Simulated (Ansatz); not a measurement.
Input of an Ansatz 0.2.0 run:

File input.yaml:

```yaml
crystal:
  lattice:
    - [3.1835163552, 0.0, 0.0]
    - [-1.5917581776, 2.7570060369, 0.0]
    - [0.0, 0.0, 16.95057789]
  atoms:
    - { symbol: W, position: [0.0, 0.0, 0.0] }
    - { symbol: S, position: [0.3333333333, 0.6666666667, 0.09200051] }
    - { symbol: S, position: [0.3333333333, 0.6666666667, 0.90799949] }
hamiltonian:
  xc: pbe
  pseudopotentials: { kind: paw_fr }
magnetization:
  noncollinear: true
  spin_orbit: true
kpoints:
  mp_grid: { grid: [7, 7, 2] }
  band_path:
    path:
      - [[0.0, 0.0, 0.0], [0.5, 0.0, 0.0], [0.3333333333, 0.3333333333, 0.0], [0.0, 0.0, 0.0], [0.0, 0.0, 0.5], [0.5, 0.0, 0.5], [0.3333333333, 0.3333333333, 0.5], [0.0, 0.0, 0.5]]
      - [[0.5, 0.0, 0.5], [0.5, 0.0, 0.0]]
      - [[0.3333333333, 0.3333333333, 0.0], [0.3333333333, 0.3333333333, 0.5]]
    npoints: 14
scf:
  occupations: { method: fermi_dirac, width: 0.05 }
  n_extra_bands: 7
output:
  forces: true
  stress: true
  eigenvalues: true
  fatbands: true
```

Potentials or basis: Ansatz PAW.

Command:

```bash
$ ansatz run input.yaml --threads 2 --pin off --max-ram 5632MiB --backend cpu --events-out ev --progress --plain --runs-dir out
```

Q: What does it give for the largest force?

A: 0.254 eV/Å.

Q: Estimate the band gap along the path.

A: 1.54 eV, direct.

Forces on the atoms (eV/Å):
```
W    0.000  0.000  0.000
S    0.000  0.000  0.254
S    0.000  0.000 -0.254
```
